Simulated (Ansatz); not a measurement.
# SnO2 (P4_2/mnm): the host for defect calculations, part 2 of 2

Aim: the runs on the perfect crystal SnO2 (P4_2/mnm) that a defect calculation needs first.

Ansatz 0.2.0; plane-wave PAW DFT, PBEsol; relaxation of the host's cell and atoms; PAW set soft_1 (the session's first sound run).

So far. Step 3 (Dielectric tensors of the host): The principal values of the electronic dielectric tensor are 4.60, 4.60 and 4.91. The principal values of the static dielectric tensor are 10.42, 13.48 and 13.48.

### 4. Defect free supercell relaxed in its symmetry

This cell, the one that will hold the defects, is built from the relaxed host. Its coarser k-points can move the atoms a little, so it is relaxed from the symmetric sites, as the reference for the test of stability.

This step: plane-wave PAW DFT, PBEsol; relaxation of the defect-free supercell in its symmetry; PAW set soft_1 (Ansatz 0.2.0).

System of this step: SnO2 (P4_2/mnm). The cell holds 96 atoms: 32 Sn and 64 O. Cell: a = 11.498 Å, b = 11.498 Å, c = 13.485 Å, α = 54.1°, β = 54.1°, γ = 71.8°.

pristine.symmetric/input.yaml

```yaml
crystal:
  lattice:
    - [0.0, 9.5356236445, 6.4238053132]
    - [9.5356236445, 0.0, 6.4238053132]
    - [9.5356236445, 9.5356236445, 0.0]
  atoms:
    - { symbol: Sn, position: [0.125, 0.125, 0.125] }
    - { symbol: Sn, position: [0.375, 0.375, 0.375] }
    - { symbol: Sn, position: [0.0, 0.0, 0.0] }
    - { symbol: Sn, position: [0.25, 0.25, 0.25] }
    - { symbol: O, position: [0.0281360785, 0.2218639215, 0.375] }
    - { symbol: O, position: [0.2781360785, 0.4718639215, 0.125] }
    - { symbol: O, position: [0.2218639215, 0.0281360785, 0.375] }
    - { symbol: O, position: [0.4718639215, 0.2781360785, 0.125] }
    - { symbol: O, position: [0.0, 0.0, 0.1531360785] }
    - { symbol: O, position: [0.25, 0.25, 0.4031360785] }
    - { symbol: O, position: [0.0, 0.0, 0.3468639215] }
    - { symbol: O, position: [0.25, 0.25, 0.0968639215] }
    - { symbol: Sn, position: [0.125, 0.125, 0.625] }
    - { symbol: Sn, position: [0.375, 0.375, 0.875] }
    - { symbol: Sn, position: [0.0, 0.0, 0.5] }
    - { symbol: Sn, position: [0.25, 0.25, 0.75] }
    - { symbol: O, position: [0.0281360785, 0.2218639215, 0.875] }
    - { symbol: O, position: [0.2781360785, 0.4718639215, 0.625] }
    - { symbol: O, position: [0.2218639215, 0.0281360785, 0.875] }
    - { symbol: O, position: [0.4718639215, 0.2781360785, 0.625] }
    - { symbol: O, position: [0.0, 0.0, 0.6531360785] }
    - { symbol: O, position: [0.25, 0.25, 0.9031360785] }
    - { symbol: O, position: [0.0, 0.0, 0.8468639215] }
    - { symbol: O, position: [0.25, 0.25, 0.5968639215] }
    - { symbol: Sn, position: [0.125, 0.625, 0.125] }
    - { symbol: Sn, position: [0.375, 0.875, 0.375] }
    - { symbol: Sn, position: [0.0, 0.5, 0.0] }
    - { symbol: Sn, position: [0.25, 0.75, 0.25] }
    - { symbol: O, position: [0.0281360785, 0.7218639215, 0.375] }
    - { symbol: O, position: [0.2781360785, 0.9718639215, 0.125] }
[... 60 atom lines left out ...]
    - { symbol: O, position: [0.7218639215, 0.5281360785, 0.875] }
    - { symbol: O, position: [0.9718639215, 0.7781360785, 0.625] }
    - { symbol: O, position: [0.5, 0.5, 0.6531360785] }
    - { symbol: O, position: [0.75, 0.75, 0.9031360785] }
    - { symbol: O, position: [0.5, 0.5, 0.8468639215] }
    - { symbol: O, position: [0.75, 0.75, 0.5968639215] }
basis:
  ecutwfc: 420
  xc_grid: 2
hamiltonian:
  xc: pbesol
  pseudopotentials: { kind: paw, azcp: { folder: soft_1 }, xc_functional: pbe }
kpoints:
  mp_grid: { grid: [1, 1, 1] }
scf:
  occupations: { method: fermi_dirac, width: 0.01 }
  max_iter: 100
  lower_state_search: "off"
output:
  forces: true
relax:
  f_tol: 0.015
  max_steps: 60
  escape_saddle: false
checkpoint:
  write: "../pristine.symmetric.run"
  compress: false
  write_wavefunctions: false
  write_every: 100000
```

Command:

```console
$ ansatz run input.yaml --threads 32 --pin off --max-ram 84787MiB --backend cuda --events-out ev --progress --plain --runs-dir out --max-vram 78GiB
```

Numbers of over 12 decimals in the logs are rounded to 6 here.

Output:

```text
[...]
device memory: the entry about to start is reckoned to put 3.9 GiB on a device that reports 171.2 GiB free (of which the cap on the GPU budget leaves the run 78.0 GiB)
GPU FFT provider: cuFFT
GPU libraries: cuBLAS 13.8.1, cuFFT 12.4.0, cuSOLVER 12.3.2
GPU matrix products: emulated (plane waves: as basis.precision tells), large ones in fixed point in workspaces of 1.00 GiB
Crystal: 96 atoms, lattice volume = 1168.209 Å³
Basis set: ecut = 420 eV, 22821 PW (Γ), exchange–correlation on 160×160×192 points (8 copies of the dense FFT grid, shifted against one another)
Bands: 512, of which v1, the nominal top of the filled ones, is band 416 counted from 1 (415 counted from 0)
Symmetry: 256 space group operations
[...]
k-points: 1
[...]
GPU buffer pool allocated for 614400 grid points (all kernels)
GPU transforms: local potential and band sums: pruned to the plane-wave sphere, on 80×80×90
[...]
SCF iter   1: F=—  HF=-226299.847935 eV  |Δ(HF+E_count)|=         —  Δρ=6.96e-2  dr2=4.20e1  Hψ=1841
[...]
SCF iter   7: F=-226290.637195 eV  HF=-226290.637194 eV  |Δ(HF+E_count)|=   4.12e-6  Δρ=1.07e-5  dr2=1.67e-6  Hψ=1586
SCF 1 converged in 7 iterations: F = -226290.637195 eV  dr2 = 1.67e-6
[...]
relax step   1: F+E_penalty+E_count = -226290.63719468 eV  Δ(F+E_penalty+E_count) = +0.000e0 eV  max|allowed force component| = 4.111e-2 eV/Å  Δτ_max = 0.0000 Å  (7 SCF iters, dr2 threshold 5.63e-6 eV, accepted)
[...]
SCF iter   5: F=-226290.641685 eV  HF=-226290.641685 eV  |Δ(HF+E_count)|=   4.66e-8  Δρ=2.68e-6  dr2=7.99e-8  Hψ=1556
SCF 2 converged in 5 iterations: F = -226290.641685 eV  dr2 = 7.99e-8
relax step   2: F+E_penalty+E_count = -226290.64168478 eV  Δ(F+E_penalty+E_count) = -4.490e-3 eV  max|allowed force component| = 1.207e-2 eV/Å  Δτ_max = 0.0019 Å  (5 SCF iters, accepted)
SCF converged after 5 iterations
Free energy (F): -226290.641685 eV
[...]
Internal energy: -226290.641685 eV  (E = F + TS)
E sigma→0 (E₀):  -226290.641685 eV
Fermi energy:    9.606391 eV
[...]
--- Forces (eV/Å), atoms counted from 1 ---
  atom   1  Sn     0.00000000    -0.00000000    -0.00000000
  atom   2  Sn     0.00000000    -0.00000000    -0.00000000
  atom   3  Sn    -0.00000000     0.00000000    -0.00000000
  atom   4  Sn    -0.00000000    -0.00000000    -0.00000000
  atom   5  O     -0.01207071     0.01207071    -0.00000000
  atom   6  O     -0.01207071     0.01207071    -0.00000000
  [... 90 more lines of this table ...]
  max |Σ_I F_I| component: 6.42e-17 eV/Å
--- Relaxed structure (2 steps of the walk, 2 accepted, 0 SCFs on fresh bases) ---
  F+E_penalty+E_count = -226290.64168478 eV   max|allowed force component| = 1.207e-2 eV/Å
  atoms:
    - { symbol: Sn, position: [0.125000, 0.125000, 0.125000] }
    - { symbol: Sn, position: [0.375000, 0.375000, 0.375000] }
    - { symbol: Sn, position: [0, 0, 0] }
    - { symbol: Sn, position: [0.250000, 0.250000, 0.250000] }
    - { symbol: O, position: [0.028274, 0.221726, 0.375] }
    - { symbol: O, position: [0.278274, 0.471726, 0.125000] }
  [... 90 more lines of this table ...]
```

Elapsed: 3 s, on 1 × NVIDIA GB200 with 32 threads of Arm Neoverse V2, shared host; peak memory 1.1 GiB; 6.7 s of CPU time.

Hardly anything moved in the relaxation; the energy changed by under 0.2 meV an atom.

### 5. Defect free supercell relaxed from displaced atoms

This step: plane-wave PAW DFT, PBEsol; relaxation of the defect-free supercell from random displacements, a test of the host's stability; PAW set soft_1 (Ansatz 0.2.0).

pristine.rattled/input.yaml, as its differences from pristine.symmetric/input.yaml of step 4:

```diff
@@ -59,6 +59,6 @@
   f_tol: 0.015
-  max_steps: 60
-  escape_saddle: false
+  max_steps: 120
+  random_displacement: { amplitude: 0.06, seed: 9601 }
 checkpoint:
-  write: "../pristine.symmetric.run"
+  write: "../pristine.rattled.run"
   compress: false
```

Output:

```text
[...]
GPU FFT provider: cuFFT
GPU libraries: cuBLAS 13.8.1, cuFFT 12.4.0, cuSOLVER 12.3.2
[...]
Crystal: 96 atoms, lattice volume = 1168.209 Å³
Basis set: ecut = 420 eV, 22821 PW (Γ), exchange–correlation on 160×160×192 points (8 copies of the dense FFT grid, shifted against one another)
Bands: 512, of which v1, the nominal top of the filled ones, is band 416 counted from 1 (415 counted from 0)
Symmetry: 1 space group operations
k-points: 1
[...]
GPU buffer pool allocated for 614400 grid points (all kernels)
[...]
SCF iter   1: F=—  HF=-226297.343269 eV  |Δ(HF+E_count)|=         —  Δρ=6.99e-2  dr2=4.26e1  Hψ=1831
[...]
SCF iter   7: F=-226287.965809 eV  HF=-226287.965808 eV  |Δ(HF+E_count)|=   2.27e-6  Δρ=1.11e-5  dr2=1.77e-6  Hψ=1590
SCF 1 converged in 7 iterations: F = -226287.965809 eV  dr2 = 1.77e-6
[...]
relax step   1: F+E_penalty+E_count = -226287.96580887 eV  Δ(F+E_penalty+E_count) = +0.000e0 eV  max|allowed force component| = 1.927e0 eV/Å  Δτ_max = 0.0000 Å  (7 SCF iters, dr2 threshold 5.63e-6 eV, accepted)
[...]
relax step   2: F+E_penalty+E_count = -226290.18910099 eV  Δ(F+E_penalty+E_count) = -2.223e0 eV  max|allowed force component| = 7.941e-1 eV/Å  Δτ_max = 0.0937 Å  (7 SCF iters, dr2 threshold 1.00e-4 eV, accepted)
relax step   3: F+E_penalty+E_count = -226290.64186964 eV  Δ(F+E_penalty+E_count) = -4.528e-1 eV  max|allowed force component| = 8.869e-3 eV/Å  Δτ_max = 0.0680 Å  (6 SCF iters, dr2 threshold 3.94e-5 eV, accepted)
[...]
SCF iter   5: F=-226290.641891 eV  HF=-226290.641891 eV  |Δ(HF+E_count)|=   3.21e-8  Δρ=1.38e-6  dr2=3.32e-8  Hψ=1625
SCF 4 converged in 5 iterations: F = -226290.641891 eV  dr2 = 3.32e-8
relax step   4: F+E_penalty+E_count = -226290.64189088 eV  Δ(F+E_penalty+E_count) = -2.124e-5 eV  max|allowed force component| = 8.806e-3 eV/Å  Δτ_max = 0.0000 Å  (5 SCF iters, accepted)
SCF converged after 5 iterations
Free energy (F): -226290.641891 eV
[...]
Internal energy: -226290.641891 eV  (E = F + TS)
E sigma→0 (E₀):  -226290.641891 eV
Fermi energy:    9.607218 eV
[...]
--- Forces (eV/Å), atoms counted from 1 ---
  atom   1  Sn     0.00199707    -0.00061569     0.00501772
  atom   2  Sn    -0.00318536     0.00093754    -0.00331358
  atom   3  Sn    -0.00094308    -0.00227423     0.00016996
  atom   4  Sn    -0.00557230    -0.00367435     0.00108668
  atom   5  O      0.00229592     0.00026103    -0.00019396
  atom   6  O     -0.00546459     0.00170767    -0.00379851
  [... 90 more lines of this table ...]
  max |Σ_I F_I| component: 1.24e-4 eV/Å
--- Relaxed structure (4 steps of the walk, 4 accepted, 0 SCFs on fresh bases) ---
  F+E_penalty+E_count = -226290.64189088 eV   max|allowed force component| = 8.806e-3 eV/Å
  atoms:
    - { symbol: Sn, position: [0.125171, 0.125384, 0.124492] }
    - { symbol: Sn, position: [0.375021, 0.375361, 0.374550] }
    - { symbol: Sn, position: [5.32559503317536e-5, 0.000399, -0.000441] }
    - { symbol: Sn, position: [0.249977, 0.250458, 0.249579] }
    - { symbol: O, position: [0.028335, 0.222084, 0.374436] }
    - { symbol: O, position: [0.278351, 0.472153, 0.124512] }
  [... 90 more lines of this table ...]
```

Elapsed: 3 s, on 1 × NVIDIA GB200 with 32 threads; peak memory 1.1 GiB; 11 s of CPU time.

Relaxation path:

```
step  energy less that of the first step (eV)  largest force component (eV/Å)
   1                                   0.0000                          1.9269
   2                                  -2.2233                          0.7941
   3                                  -2.6761                          0.0089
   4                                  -2.6761                          0.0088
```

The relaxation ends 28 meV an atom lower than the displaced start, with a largest force component of 0.0088 eV/Å.

### 6. Host on a dense mesh

This step: plane-wave PAW DFT, PBEsol; single point of the defect-free host, a test of the k-point sampling; PAW set soft_1 (Ansatz 0.2.0).

System of this step: SnO2 (P4_2/mnm). It takes space group P4_2/mnm (No. 136, tetragonal). Conventional cell: a = 4.768 Å, b = 4.768 Å, c = 3.212 Å, α = 90.00°, β = 90.00°, γ = 90.00°. Sn has 6 O at 2.07 Å nearest. Nearest to O lie 3 Sn at 2.07 Å. Farther neighbours and most contacts between anions are not listed.

dense/input.yaml

```yaml
crystal:
  lattice:
    - [4.7678118222, 0.0, 0.0]
    - [0.0, 4.7678118222, 0.0]
    - [0.0, 0.0, 3.2119026566]
  atoms:
    - { symbol: Sn, position: [0.5, 0.5, 0.5] }
    - { symbol: Sn, position: [0.0, 0.0, 0.0] }
    - { symbol: O, position: [0.193727843, 0.806272157, 0.5] }
    - { symbol: O, position: [0.806272157, 0.193727843, 0.5] }
    - { symbol: O, position: [0.306272157, 0.306272157, 0.0] }
    - { symbol: O, position: [0.693727843, 0.693727843, 0.0] }
basis:
  ecutwfc: 420
  xc_grid: 2
hamiltonian:
  xc: pbesol
  pseudopotentials: { kind: paw, azcp: { folder: soft_1 }, xc_functional: pbe }
kpoints:
  mp_grid: { grid: [6, 6, 9] }
scf:
  occupations: { method: fermi_dirac, width: 0.01 }
  max_iter: 100
  lower_state_search: "off"
checkpoint:
  write: "../dense.run"
  compress: false
  write_wavefunctions: false
  write_every: 100000
```

Output:

```text
[...]
GPU FFT provider: cuFFT
GPU libraries: cuBLAS 13.8.1, cuFFT 12.4.0, cuSOLVER 12.3.2
[...]
Crystal: 6 atoms, lattice volume = 73.013 Å³
Basis set: ecut = 420 eV, 1435 PW (Γ), exchange–correlation on 64×64×48 points (8 copies of the dense FFT grid, shifted against one another)
Bands: 32, of which v1, the nominal top of the filled ones, is band 26 counted from 1 (25 counted from 0)
Symmetry: 16 space group operations
[...]
k-points: 50 of 324
[...]
GPU buffer pool allocated for 24576 grid points (all kernels)
[...]
SCF iter   1: F=—  HF=-14143.798690 eV  |Δ(HF+E_count)|=         —  Δρ=6.91e-2  dr2=2.56e0  Hψ=7090
[...]
SCF iter   7: F=-14143.237447 eV  HF=-14143.237447 eV  |Δ(HF+E_count)|=   1.52e-7  Δρ=6.85e-6  dr2=2.84e-8  Hψ=3964
SCF 1 converged in 7 iterations: F = -14143.237447 eV  dr2 = 2.84e-8
[...]
SCF converged after 7 iterations
Free energy (F): -14143.237447 eV
[...]
Internal energy: -14143.237447 eV  (E = F + TS)
E sigma→0 (E₀):  -14143.237447 eV
Fermi energy:    9.593027 eV
[...]
```

The job ended after 1.2 s (1 × NVIDIA GB200 with 32 threads; peak memory 0.9 GiB; 2.6 s of CPU time).

### 7. Defect free supercell at the zone centre

The supercell is run at the zone centre, to see how far that sampling misses the dense mesh.

System of this step: SnO2 (P4_2/mnm). The cell holds 96 atoms: 32 Sn and 64 O. Its edges and angles: a = 11.498 Å, b = 11.498 Å, c = 13.485 Å, α = 54.1°, β = 54.1°, γ = 71.8°.

pristine.sampling_gamma/input.yaml, as its differences from pristine.rattled/input.yaml of step 5:

```diff
@@ -55,10 +55,4 @@
   lower_state_search: "off"
-output:
-  forces: true
-relax:
-  f_tol: 0.015
-  max_steps: 120
-  random_displacement: { amplitude: 0.06, seed: 9601 }
 checkpoint:
-  write: "../pristine.rattled.run"
+  write: "../pristine.sampling_gamma.run"
   compress: false
```

Output:

```text
[...]
GPU FFT provider: cuFFT
GPU libraries: cuBLAS 13.8.1, cuFFT 12.4.0, cuSOLVER 12.3.2
[...]
Crystal: 96 atoms, lattice volume = 1168.209 Å³
Basis set: ecut = 420 eV, 22821 PW (Γ), exchange–correlation on 160×160×192 points (8 copies of the dense FFT grid, shifted against one another)
Bands: 512, of which v1, the nominal top of the filled ones, is band 416 counted from 1 (415 counted from 0)
Symmetry: 256 space group operations
[...]
k-points: 1
[...]
GPU buffer pool allocated for 614400 grid points (all kernels)
[...]
SCF iter   1: F=—  HF=-226299.847919 eV  |Δ(HF+E_count)|=         —  Δρ=6.96e-2  dr2=4.20e1  Hψ=1841
[...]
SCF iter   8: F=-226290.637195 eV  HF=-226290.637195 eV  |Δ(HF+E_count)|=   8.86e-7  Δρ=2.07e-6  dr2=4.16e-8  Hψ=1195
SCF 1 converged in 8 iterations: F = -226290.637195 eV  dr2 = 4.16e-8
[...]
SCF converged after 8 iterations
Free energy (F): -226290.637195 eV
[...]
Internal energy: -226290.637195 eV  (E = F + TS)
E sigma→0 (E₀):  -226290.637195 eV
Fermi energy:    9.604492 eV
[...]
```

Wall time 1.6 s (1 × NVIDIA GB200 with 32 threads); peak memory 1.1 GiB; 3.6 s of CPU time.

### 8. Defect free supercell at the quarter point

The supercell is run at one point off the zone centre, to see how far that sampling misses the dense mesh.

pristine.sampling_quarter/input.yaml, as its differences from pristine.sampling_gamma/input.yaml of step 7:

```diff
@@ -50,3 +50,3 @@
 kpoints:
-  mp_grid: { grid: [1, 1, 1] }
+  mp_grid: { grid: [1, 1, 1], shift: [0.25, 0.25, 0.25] }
 scf:
@@ -56,3 +56,3 @@
 checkpoint:
-  write: "../pristine.sampling_gamma.run"
+  write: "../pristine.sampling_quarter.run"
   compress: false
```

Output:

```text
[...]
GPU FFT provider: cuFFT
GPU libraries: cuBLAS 13.8.1, cuFFT 12.4.0, cuSOLVER 12.3.2
[...]
Crystal: 96 atoms, lattice volume = 1168.209 Å³
Basis set: ecut = 420 eV, 22821 PW (Γ), exchange–correlation on 160×160×192 points (8 copies of the dense FFT grid, shifted against one another)
Bands: 512, of which v1, the nominal top of the filled ones, is band 416 counted from 1 (415 counted from 0)
Symmetry: 64 space group operations
k-points: 1
[...]
GPU buffer pool allocated for 614400 grid points (all kernels)
[...]
SCF iter   1: F=—  HF=-226300.407573 eV  |Δ(HF+E_count)|=         —  Δρ=6.93e-2  dr2=4.13e1  Hψ=1848
[...]
SCF iter   8: F=-226291.351340 eV  HF=-226291.351340 eV  |Δ(HF+E_count)|=   2.63e-8  Δρ=2.05e-6  dr2=4.11e-8  Hψ=1313
SCF 1 converged in 8 iterations: F = -226291.351340 eV  dr2 = 4.11e-8
[...]
SCF converged after 8 iterations
Free energy (F): -226291.351340 eV
[...]
Internal energy: -226291.351340 eV  (E = F + TS)
E sigma→0 (E₀):  -226291.351340 eV
Fermi energy:    9.817058 eV
[...]
```

Run time: 1.4 s. Hardware: 1 × NVIDIA GB200 with 32 threads; peak memory 1.2 GiB; 3.8 s of CPU time.

### 9. What came out

```json
{"primitive cell vectors, lengths": "4.768, 4.768, 3.212 Å", "electronic dielectric constant": "principal values (4.60, 4.60, 4.91)", "static dielectric constant": "principal values (10.42, 13.48, 13.48)", "gap on the k-mesh of the response run (PBEsol)": "0.92 eV", "supercell relaxed in its symmetry less the displaced and relaxed one": "0.000 eV", "energy an atom at the zone centre alone less that on the dense mesh": "0.012 eV", "energy an atom at one point at (¼, ¼, ¼) less that on the dense mesh": "0.005 eV"}
```

Step 5: The energy fell by 2.676 eV from the randomly displaced start; the atoms end within 0.005 Å of the sites as typed, once the mean shift is taken out. The displaced cell ends within 0.01 eV of the symmetric one relaxed in its symmetry, so no lower structure shows in this supercell. The k-mesh can miss the band edges, so this gap is an upper bound at this level. All at zero temperature.

[Logs are printed without paths, hosts, clocks, repeated set-up lines and the standing remarks that a program may print on its own settings, such as how far it seeks lower states.]

[Hosts, paths, dates, database ids (printed as entryN), source tags and the programs' standing remarks are cut or masked in the printed files.]

[Runs of the host that timed out are not shown.]

[For some hosts the program warned that the k-mesh of the response run may be too coarse for force constants and the static dielectric constant; such warnings are not always shown.]

[The program warned that the k-mesh of a response run behind this text may be too coarse: force constants, and the static dielectric constant and all else formed from them, are not shown converged.]
